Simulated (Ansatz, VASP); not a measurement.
# Cross-check of GaP (GaP (F-43m)) between VASP and Ansatz

Wanted: the spread between two codes on one cell, functional and k mesh. The cell is taken from a series of runs on this material, whose earlier steps may have relaxed, scaled, displaced or heated it; both programs get it as it stands.

Calculated with Ansatz 0.2.0; plane waves, with VASP 6.6.1 beside it; single point at PBEsol.

## 1. Set-up

Symmetry: F-43m, No. 216, cubic system. The conventional cell has a = 5.439 Å, b = 5.439 Å, c = 5.439 Å, α = 90.00°, β = 90.00°, γ = 90.00°. Nearest to Ga lie 4 P at 2.36 Å. P has 4 Ga at 2.36 Å nearest. Farther neighbours are not listed.

## 2. VASP: single point, PBEsol, pair 1

With cell and atoms fixed, the geometry can't cause a difference; cores, projectors, grids and the points listed under the comparison can.

Lines of VASP's logs that name or quote its potential files are left out, and so is its time.

Contents of INCAR:

```
SYSTEM = GaP
PREC = Accurate
ENCUT = 400
EDIFF = 1E-06
NELM = 120
ISMEAR = -1
SIGMA = 0.01
LREAL = .FALSE.
ALGO = Normal
GGA = PS
NBANDS = 15
LORBIT = 11
LWAVE = .FALSE.
LCHARG = .FALSE.
ISIF = 2
LASPH = .TRUE.
GGA_COMPAT = .FALSE.
EFERMI = MIDGAP
KPAR = 8
```

Contents of POSCAR:

```
GaP
1.0
    0.0000000000      2.7194432615      2.7194432615
    2.7194432615      0.0000000000      2.7194432615
    2.7194432615      2.7194432615      0.0000000000
Ga P
1 1
Direct
    0.0000000000      0.0000000000      0.0000000000
    0.7500000000      0.7500000000      0.7500000000
```

Contents of KPOINTS:

```
Automatic mesh
0
Gamma
9 9 9
0 0 0
```

Potentials, in the order of the species: Ga_d and P (PBE family, release 64).

Started as:

```sh
$ mpirun -np 8 vasp_std
```

Numbers of over 12 decimals in the logs are rounded to 6 here.

Log:

```text
[banner, memory and clock lines left out]
running    8 mpi-ranks, on    1 nodes
 distrk:  each k-point on    1 cores,    8 groups
 distr:  one band on    1 cores,    1 groups

 POSCAR found type information on POSCAR GaP
 POSCAR found :  2 types and       2 ions
|                                                                             |
|           W    W    AA    RRRRR   N    N  II  N    N   GGGG   !!!           |
|           W    W   A  A   R    R  NN   N  II  NN   N  G    G  !!!           |
|           W    W  A    A  R    R  N N  N  II  N N  N  G       !!!           |
|           W WW W  AAAAAA  RRRRR   N  N N  II  N  N N  G  GGG   !            |
|           WW  WW  A    A  R   R   N   NN  II  N   NN  G    G                |
|           W    W  A    A  R    R  N    N  II  N    N   GGGG   !!!           |
|                                                                             |
|     For optimal performance we recommend to set                             |
|       NCORE = 2 up to number-of-cores-per-socket                            |
|     NCORE specifies how many cores store one orbital (NPAR=cpu/NCORE).      |
|     This setting can greatly improve the performance of VASP for DFT.       |
|     The default, NCORE=1 might be grossly inefficient on modern             |
|     multi-core architectures or massively parallel machines. Do your        |
|     Unfortunately you need to use the default for GW and RPA                |
|     calculations (for HF NCORE is supported but not extensively tested      |
|     yet).                                                                   |
|                                                                             |

|                                                                             |
|               ----> ADVICE to this user running VASP <----                  |
|                                                                             |
|     You enforced a specific xc type in the INCAR file but a different       |
|     [... a line on the potential file left out ...]
|     I HOPE YOU KNOW WHAT YOU ARE DOING!                                     |
|                                                                             |

 LDA part: xc-table for (Slater+PW92), standard interpolation
 POSCAR, INCAR and KPOINTS ok, starting setup
 FFT: planning ... GRIDC
 FFT: planning ... GRID_SOFT
 FFT: planning ... GRID
 WAVECAR not read
 entering main loop
       N       E                     dE             d eps       ncg     rms          rms(c)
DAV:   1     0.719808429691E+02    0.71981E+02   -0.81052E+03  1066   0.148E+03
DAV:   2    -0.459456930414E+01   -0.76575E+02   -0.73519E+02  1155   0.285E+02
DAV:   3    -0.101147958400E+02   -0.55202E+01   -0.55001E+01  1316   0.638E+01
DAV:   4    -0.102061784130E+02   -0.91383E-01   -0.91351E-01  1223   0.896E+00
DAV:   5    -0.102080531717E+02   -0.18748E-02   -0.18746E-02  1388   0.110E+00    0.415E+00
DAV:   6    -0.996261388056E+01    0.24544E+00   -0.37107E-01  1596   0.121E+01    0.263E+00
DAV:   7    -0.992411772313E+01    0.38496E-01   -0.83941E-02  1421   0.232E+00    0.988E-01
DAV:   8    -0.992135995951E+01    0.27578E-02   -0.12429E-02  1302   0.136E+00    0.175E-01
DAV:   9    -0.992151353725E+01   -0.15358E-03   -0.10337E-03  1569   0.447E-01    0.639E-02
DAV:  10    -0.992153448184E+01   -0.20945E-04   -0.56262E-05  1623   0.803E-02    0.259E-02
DAV:  11    -0.992156041511E+01   -0.25933E-04   -0.26393E-05  1204   0.528E-02    0.520E-03
DAV:  12    -0.992156039456E+01    0.20551E-07   -0.95525E-07   994   0.123E-02
   1 F= -.99215604E+01 E0= -.99215604E+01  d E =0.000000E+00
```

Parts of OUTCAR (step 2):

```text
ion  position               nearest neighbor table
   1  0.000  0.000  0.000-   2 2.36   2 2.36   2 2.36   2 2.36
   2  0.750  0.750  0.750-   1 2.36   1 2.36   1 2.36   1 2.36

  LATTYP: Found a face centered cubic cell.
 ALAT       =     5.4388865230

 Subroutine GETGRP returns: Found 24 space group operations
 (whereof 24 operations were pure point group operations)

The static configuration has the point symmetry T_d .

 Found     35 irreducible k-points:

   k-points           NKPTS =     35   k-points in BZ     NKDIM =     35   number of bands    NBANDS=     15

   dimension x,y,z NGX =    28 NGY =   28 NGZ =   28
   dimension x,y,z NGXF=    56 NGYF=   56 NGZF=   56

   ENCUT  =  400.0 eV  29.40 Ry    5.42 a.u.   6.27  6.27  6.27*2*pi/ulx,y,z

   NELECT =      18.0000    total number of electrons

 k-points in reciprocal lattice and weights: Automatic mesh
   0.00000000  0.00000000  0.00000000       0.001
   0.11111111  0.00000000  0.00000000       0.011
   0.22222222  0.00000000  0.00000000       0.011
   0.33333333  0.00000000  0.00000000       0.011
   0.44444444  0.00000000  0.00000000       0.011
   0.11111111  0.11111111  0.00000000       0.008
   0.22222222  0.11111111  0.00000000       0.033
   0.33333333  0.11111111  0.00000000       0.033
   0.44444444  0.11111111  0.00000000       0.033
[...]
-0.33333333  0.44444444  0.11111111       0.033
  -0.33333333  0.44444444  0.22222222       0.033

 average (electrostatic) potential at core
       1 -65.1364       2 -83.3382

 E-fermi :   5.3627

 k-point     1 :       0.0000    0.0000    0.0000
  band No.  band energies     occupation
    ...
      5      -9.8137      2.00000
      6      -7.9396      2.00000
      7       4.6330      2.00000
      8       4.6330      2.00000
      9       4.6330      2.00000
     10       6.4358      0.00000
     11       8.4585      0.00000
     12       8.4585      0.00000
     13       8.4585      0.00000
     14      13.2268      0.00000
    ...

 k-point     2 :       0.1111    0.0000    0.0000
  band No.  band energies     occupation
    ...
      5      -9.8138      2.00000
      6      -7.7767      2.00000
      7       3.2308      2.00000
      8       4.4411      2.00000
      9       4.4412      2.00000
     10       7.0342      0.00000
     11       8.7500      0.00000
     12       8.7500      0.00000
     13       8.8904      0.00000
     14      13.8414      0.00000
    ...

 k-point     3 :       0.2222    0.0000    0.0000
  band No.  band energies     occupation
    ...
      5      -9.8131      2.00000
      6      -7.3088      2.00000
      7       1.1959      2.00000
      8       4.0522      2.00000
      9       4.0522      2.00000
     10       6.8287      0.00000
     11       9.2469      0.00000
     12       9.2469      0.00000
     13      10.4781      0.00000
     14      13.4825      0.00000
    ...

  Total       -0.0769028     -0.0769028     -0.0769028      0.0000000      0.0000000      0.0000000
  in kB       -3.0632514     -3.0632514     -3.0632514      0.0000000      0.0000000      0.0000000
  external PRESSURE =      -3.0632514 kB  Pullay stress =       0.0000000 kB

  energy-cutoff  :      400.00
  volume of cell :       40.22
      direct lattice vectors                 reciprocal lattice vectors
     0.000000000  2.719443261  2.719443261    -0.183861163  0.183861163  0.183861163
     2.719443261  0.000000000  2.719443261     0.183861163 -0.183861163  0.183861163
     2.719443261  2.719443261  0.000000000     0.183861163  0.183861163 -0.183861163

 POSITION                                       TOTAL-FORCE (eV/Angst)
 -----------------------------------------------------------------------------------
      0.00000      0.00000      0.00000        -0.000000     -0.000000      0.000000
      4.07916      4.07916      4.07916         0.000000      0.000000     -0.000000
 -----------------------------------------------------------------------------------
    total drift:                               -0.000001     -0.000001     -0.000001

  FREE ENERGIE OF THE ION-ELECTRON SYSTEM (eV)
  ---------------------------------------------------
  free  energy   TOTEN  =        -9.9215603946 eV

  energy  without entropy=       -9.9215603946  energy(sigma->0) =       -9.92156039

 total charge
# of ion       s       p       d       tot
------------------------------------------
    1        0.865   0.860  10.013  11.739
    2        1.018   1.511   0.000   2.529
--------------------------------------------------
tot          1.883   2.371  10.013  14.267

[... 3 further parts left out ...]
```

The run ends at a pressure of -0.31 GPa.

## 3. Ansatz: single point, PBEsol, pair 1

Ansatz runs on its PAW soft_1 files.

The same cell, functional, mesh and smearing now go to Ansatz.

Contents of input.yaml:

```yaml
crystal:
  lattice:
    - [0.0, 2.7194432615, 2.7194432615]
    - [2.7194432615, 0.0, 2.7194432615]
    - [2.7194432615, 2.7194432615, 0.0]
  atoms:
    - { symbol: Ga, position: [0.0, 0.0, 0.0] }
    - { symbol: P, position: [0.75, 0.75, 0.75] }
basis:
  ecutwfc: 420
  xc_grid: 2
hamiltonian:
  xc: pbesol
  pseudopotentials: { kind: paw, azcp: { folder: soft_1 }, xc_functional: pbe }
kpoints:
  mp_grid: { grid: [9, 9, 9] }
scf:
  occupations: { method: fermi_dirac, width: 0.01 }
  max_iter: 100
  lower_state_search: "off"
checkpoint:
  write: "../dense.run"
  compress: false
  write_wavefunctions: false
  write_every: 100000
```

Started as:

```sh
$ ansatz run input.yaml --threads 32 --pin off --max-ram 84787MiB --backend cuda --events-out ev --progress --plain --runs-dir out --max-vram 78GiB
```

Log:

```text
Engine: ansatz 0.2.0, aarch64-unknown-linux-gnu
Pseudopotentials: kind: paw
Pseudopotential: Ga, paw, valence charge 13, recommended cutoff 420 eV (normal), soft_1/Ga.paw.azcp
Pseudopotential: P, paw, valence charge 5, recommended cutoff 420 eV (normal), soft_1/P.paw.azcp
Functional definition: PBEsol
  exchange = pbesol_x
  correlation = pbesol_c
device memory: the entry about to start is reckoned to put 1.1 GiB on a device that reports 179.3 GiB free (of which the cap on the GPU budget leaves the run 78.0 GiB)
GPU FFT provider: cuFFT
GPU libraries: cuBLAS 13.8.1, cuFFT 12.4.0, cuSOLVER 12.3.2
GPU matrix products: emulated (plane waves: as basis.precision tells), large ones in fixed point in workspaces of 1.00 GiB
Crystal: 2 atoms, lattice volume = 40.223 Å³
Basis set: ecut = 420 eV, 749 PW (Γ), exchange–correlation on 54×54×54 points (8 copies of the dense FFT grid, shifted against one another)
Bands: 13, of which v1, the nominal top of the filled ones, is band 9 counted from 1 (8 counted from 0)
Symmetry: 24 space group operations
Space group: F-43m (ITA 216), of the structure as read, at distance tolerance 3.4e-5 Å
k-points: 35 of 729 (time reversal used)
Non-local potential: Ga, projectors of the file, l = 0: 2, l = 1: 2, l = 2: 3, l = 3: 1
Non-local potential: P, projectors of the file, l = 0: 2, l = 1: 2, l = 2: 1
PAW form: soft (Blöchl's): semilocal exchange-correlation on the pseudo side does not see the compensation charge
PAW frozen core: Ga, regenerated for the run's functional, and the local potential with it (the file was generated under x = pbe(κ = 0.804, μ = 0.219515), c = pbe(β = 0.066725))
PAW frozen core: P, regenerated for the run's functional, and the local potential with it (the file was generated under x = pbe(κ = 0.804, μ = 0.219515), c = pbe(β = 0.066725))
PAW one-centre angular grid: Ga, 590 points (default); XC on 64 Gauss nodes
PAW one-centre angular grid: P, 110 points (default); XC on 64 Gauss nodes
Initial density: superposition of atomic densities (chi_scale 0.1, normalization cell, long waves kept (reshape's long-wave potential 0.00 eV rms))
Initial wavefunctions: pseudopotential atomic-orbital guess
GPU buffer pool allocated for 19683 grid points (all kernels)
GPU transforms: local potential and band sums: pruned to the plane-wave sphere, on 25×25×25
Functional: x = pbesol(κ = 0.804, μ = 0.123457), c = pbesol(β = 0.046)
SCF iter   1: F=—  HF=-4484.215822 eV  |Δ(HF+E_count)|=         —  Δρ=4.48e-2  dr2=6.21e-1  Hψ=3196
preconditioner: auto → none  [insulator: Δε(μ)=1.840 eV  Ē_g=15.311 eV  σ=0.010 eV  W_gap=1.00  n_scr=14 (ndim 8)  ℏωp=24.8 eV  f_vac=0.000  D(μ)=0.00/eV (n_scr^D=0)  ε∞_Penn≈3.6]
SCF iter   2: F=—  HF=-4484.073367 eV  |Δ(HF+E_count)|=   1.42e-1  Δρ=2.11e-2  dr2=9.47e-2  Hψ=899
SCF iter   3: F=—  HF=-4484.065020 eV  |Δ(HF+E_count)|=   8.35e-3  Δρ=5.16e-3  dr2=1.14e-2  Hψ=908
SCF iter   4: F=—  HF=-4484.060650 eV  |Δ(HF+E_count)|=   4.37e-3  Δρ=2.07e-3  dr2=6.42e-4  Hψ=1022
SCF iter   5: F=—  HF=-4484.060358 eV  |Δ(HF+E_count)|=   2.92e-4  Δρ=4.66e-4  dr2=3.29e-5  Hψ=910
SCF iter   6: F=—  HF=-4484.060359 eV  |Δ(HF+E_count)|=   3.98e-7  Δρ=2.63e-5  dr2=1.36e-7  Hψ=770
SCF iter   7: F=-4484.060359 eV  HF=-4484.060359 eV  |Δ(HF+E_count)|=   4.15e-8  Δρ=3.84e-6  dr2=4.11e-9  Hψ=1195
SCF 1 converged in 7 iterations: F = -4484.060359 eV  dr2 = 4.11e-9
  greatest PAW one-centre occupation: 0.994 electrons in one spin orbital (limit 2), on the Ga atom at site 0 (counted from 0), in its partial waves of l = 2
SCF converged after 7 iterations
Free energy (F): -4484.060359 eV
Harris-Foulkes:  -4484.060359 eV  (|F-HF|=2.08e-9)
Internal energy: -4484.060359 eV  (E = F + TS)
E sigma→0 (E₀):  -4484.060359 eV
Fermi energy:    7.787137 eV
--- Per-component energies (eV) ---
  E_band       = -59.361582
  E_kinetic    = 180.833718
  E_local      = -1672.495824  (includes V_loc(G=0)·N_el)
  E_nonlocal   = -59.186911
  E_hartree    = 1012.201751
  E_xc         = -135.180458
  E_vxc        = -117.378557  (∫ρ·V_xc dr)
  E_paw        = -2495.693692  (= ΣΔE_a)
  E_vpaw       = -415.535240  (= ΣTr[D̂ρ^β])
  E_aug_tail   = -0.000226  (compensation charges beyond the density's cutoff)
  E_ewald      = -1315.447792
  E_core_change = 0.909075  (= ΣΔE_core)
  E_smearing   = -0.000000  (= −TS)
  E_closure    = -0.000000  (closes the sum)
  Σ components = -4484.060359   (vs F -4484.060359, Δ=0.00e0)
```

## 4. Comparison

Known differences besides the potentials themselves: the cutoff is 420 eV in Ansatz and 400 eV in VASP; Ansatz makes its cores anew for this functional, VASP keeps those of its PBE data sets. Total energies have different zeros and are not compared.

Both answers:

```
              quantity  Ansatz   VASP  difference
gap on the k mesh (eV)   1.458  1.459      -0.002
```

A gap on the mesh is an upper bound, since the band edges may lie between its points.

## 5. Ansatz: single point, PBEsol, pair 2

With cell and atoms fixed, the geometry can't cause a difference; cores, projectors, grids and the points listed under the comparison can.

The cell is taken from a series of runs on this material, whose earlier steps may have relaxed, scaled, displaced or heated it; both programs get it as it stands.

Contents of input.yaml:

```yaml
crystal:
  lattice:
    - [0.0, 2.71944326, 2.71944326]
    - [2.71944326, 0.0, 2.71944326]
    - [2.71944326, 2.71944326, 0.0]
  atoms:
    - { symbol: P, position: [0.7502784631317, 0.7502784631317, 0.7488921537953] }
    - { symbol: Ga, position: [0.9997215368683, 0.9997215368683, 0.001107846204698] }
basis:
  ecutwfc: 500.0
  ecutrho_ratio: 4
  xc_grid: 2
  fft_grid_basis: typed
  precision: f64
kpoints:
  mp_grid: { grid: [6, 6, 8], shift: [0.5, 0.5, 0.5] }
  band_path: { path: [VBM, CBM], npoints: 1 }
hamiltonian:
  xc: pbesol
  pseudopotentials:
    kind: paw
    xc_functional: pbe
    azcp: { folder: soft_1, P: "soft_1/P.paw.azcp", Ga: "soft_1/Ga.paw.azcp" }
scf:
  max_iter: 100
  self_checks: high
  occupations: { method: fixed }
output:
  forces: true
checkpoint:
  write: "../host.e500.run"
  compress: false
  write_wavefunctions: true
  write_every: 100000
```

Log:

```text
[...]
GPU FFT provider: cuFFT
GPU libraries: cuBLAS 13.8.1, cuFFT 12.4.0, cuSOLVER 12.3.2
Crystal: 2 atoms, lattice volume = 40.223 Å³
Basis set: ecut = 500 eV, 965 PW (Γ), exchange–correlation on 60×60×60 points (8 copies of the dense FFT grid, shifted against one another)
Bands: 13, of which v1, the nominal top of the filled ones, is band 9 counted from 1 (8 counted from 0)
Symmetry: 2 space group operations
[...]
max |Σ_I F_I| component: 1.73e-6 eV/Å
--- Band table (eV; the first three rows and the last of 84) ---
  k-point 0: bands = [... 5 lower, -5.4256, 6.2534, 6.9178, 6.9476, 9.3467, 10.8933, 11.0886, 11.1271]
  k-point 1: bands = [... 5 lower, -5.1997, 5.0477, 6.2224, 6.9190, 9.8337, 11.0792, 11.1671, 12.0872]
  k-point 2: bands = [... 5 lower, -4.6026, 2.9797, 5.6041, 6.5127, 9.6446, 11.6782, 11.8417, 13.2525]
  k-point 83: bands = [... 5 lower, -3.1961, 0.5200, 4.3771, 5.5691, 9.7826, 11.5703, 12.5980, 15.2033]
[key lines of the parts left out:]
SCF converged after 7 iterations
Free energy (F): -4484.065235 eV
Fermi energy:    6.947590 eV
```

[end of part 1 of 3]

[Lines on the potential files, build, host, timing and source positions are cut from VASP's logs without a mark.]

[Logs are printed without paths, hosts, clocks, repeated set-up lines and the standing remarks that a program may print on its own settings, such as how far it seeks lower states.]

[Hosts, paths, dates, database ids (printed as entryN), source tags and the programs' standing remarks are cut or masked in the printed files.]
